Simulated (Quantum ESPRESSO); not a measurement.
**Moving spin-orbit coupling in BAs**

```
As B
1.0
     0.00000    2.38850    2.38850
     2.38850    0.00000    2.38850
     2.38850    2.38850    0.00000
As B
1 1
Direct
  0.75000 0.75000 0.75000
  0.00000 0.00000 0.00000
```

Kept alike: task band structure; functional PBE; k mesh 10 × 10 × 10; occupations fermi-dirac, width 0.05 eV. Program: Quantum ESPRESSO, potentials by row: PseudoDojo 0.4.1 SR PBE standard (off); PseudoDojo 0.4 FR PBE standard (on), cutoff 1143 eV. The mesh is that of the run's cell of 2 atoms.

| spin-orbit coupling | band gap (eV) |
| --- | --- |
| off | 1.196 |
| on | 1.130 |

Gaps are the smaller of the mesh's and the band path's.

Question: What does spin-orbit coupling change here?

Answer: The band gap runs from 1.130 (on) to 1.196 eV (off). Spin-orbit coupling splits p and d bands at the edges, and the more so the heavier the atoms. Measured: 2.02 eV at 300 K (arxiv:1911.04914); nearest off, 0.824 eV off. Semilocal gaps fall short of quasiparticle gaps.
